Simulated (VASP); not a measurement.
Crystal: Te.

```
Te
1.0
     4.60135    0.00000    0.00000
    -2.30068    3.98489    0.00000
     0.00000    0.00000    5.90006
Te
3
Direct
  0.25670 0.00000 0.33333
  0.00000 0.25670 0.66667
  0.74330 0.74330 0.00000
```

```yaml
Program: VASP 6.6.1
Task: relaxation of cell and atoms
Functional: PBEsol
Potentials_or_basis: VASP PAW PBE potentials, release 64 (Te)
Cutoff: 600 eV
k_mesh: 3 × 3 × 2
Occupations: gaussian, width 0.1 eV
Spin: no spin polarisation
```

At the start: pressure -1.3 GPa; volume 36.06 Å³/atom.

**Question.** Where does the relaxation end?

**Answer.** Over 13 steps the energy falls by 8.1 meV/atom and the volume is 34.26 Å³/atom (-5.0 %); space group P3_121 (No. 152, to 0.05 Å).

The path:
```
step  energy change (eV)  largest force (eV/Å)  pressure (GPa)  volume (Å³)
   1              0.0000                0.0257           -1.28       108.18
   2             -0.0100                0.2954            0.67       103.74
   3             -0.0129                0.2068            0.01       105.13
   4             -0.0181                0.1530            0.02       104.45
   5             -0.0240                0.0059            0.11       102.56
   6             -0.0241                0.0120            0.11       102.64
   7             -0.0239                0.0247           -0.19       103.19
   8             -0.0242                0.0027           -0.01       102.86
   9             -0.0242                0.0032           -0.01       102.86
  10             -0.0241                0.0140           -0.10       103.03
  11             -0.0242                0.0036           -0.02       102.87
  12             -0.0242                0.0027           -0.02       102.85
  13             -0.0243                0.0001           -0.02       102.77
```

Final structure:
```xyz
3
Lattice="4.5116 0.0000 0.0000 -2.2558 3.9072 0.0000 0.0000 0.0000 5.8298" Properties=species:S:1:pos:R:3 pbc="T T T"
Te   -1.0625    3.9072    1.9433
Te    3.9150    1.0335    3.8866
Te    1.6592    2.8737    0.0000
```

Caveat: the k mesh is coarse (spacing up to 0.53 Å⁻¹), so the values aren't converged; the PAW data sets were made with another functional, which shifts forces and pressure a little.
